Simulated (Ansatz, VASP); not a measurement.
# Ge: VASP beside Ansatz

INCAR

```
SYSTEM = Ge
  PREC = Accurate
  ENCUT = 520
  EDIFF = 1E-6
  ISMEAR = -1
  SIGMA = 0.08
  LREAL = .FALSE.
  LASPH = .TRUE.
  NELM = 100
  ALGO = Normal
  ISIF = 2
  LWAVE = .FALSE.
  LCHARG = .FALSE.
  GGA = PE
  NBANDS = 13
```

File KPOINTS:

```
Automatic mesh
0
G
  15 15 15
  0 0 0
```

The input POSCAR:

```
Ge
1.0
    2.7103250929      0.0000000000      0.0000000000
    0.0000000000      2.7103250929      0.0000000000
    0.0000000000      0.0000000000      2.7103250929
Ge
1
Direct
    0.0000000000      0.0000000000      0.0000000000
```

Input for Ansatz:

```yaml
crystal:
  lattice:
    - [2.7103250929, 0.0, 0.0]
    - [0.0, 2.7103250929, 0.0]
    - [0.0, 0.0, 2.7103250929]
  atoms:
    - { symbol: Ge, position: [0.0, 0.0, 0.0] }
kpoints:
  mp_grid: { grid: [15, 15, 15] }
  band_path:
    path:
      - [0.0, 0.0, 0.0]
      - [0.0, 0.5, 0.0]
      - [0.5, 0.5, 0.0]
      - [0.0, 0.0, 0.0]
      - [0.5, 0.5, 0.5]
      - [0.0, 0.5, 0.0]
      - [0.5, 0.5, 0.5]
      - [0.5, 0.5, 0.0]
    npoints: 8
scf:
  occupations: { method: fermi_dirac, width: 0.08 }
hamiltonian:
  xc: pbe
  pseudopotentials: { kind: paw }
output:
  forces: true
  stress: true
  eigenvalues: true
  populations: true
  dos: { projected: true, de: 0.2, e_range: [-14, 8] }
  write_density: true
  write_potential: true
  elf: true
  volumetric_format: npy
```

Change from the starting cell: volume scaled by 1, PAW files.

Alike in both runs: task single point; functional PBE; k mesh 15 × 15 × 15; occupations fermi-dirac, width 0.08 eV; no spin polarisation.

```csv
,VASP,Ansatz
version,VASP 6.6.1,Ansatz 0.2.0
potentials or method,"VASP PAW PBE potentials, release 64 (Ge_d)","PAW with Ansatz's default frozen-core files, scalar-relativistic"
plane-wave cutoff (eV),520,420
valence electrons in the cell,14,14
```

Ansatz gave:

- pressure (GPa): 0.0

Problem. Estimate VASP's values.

Solution. Pressure (GPa): -0.1.
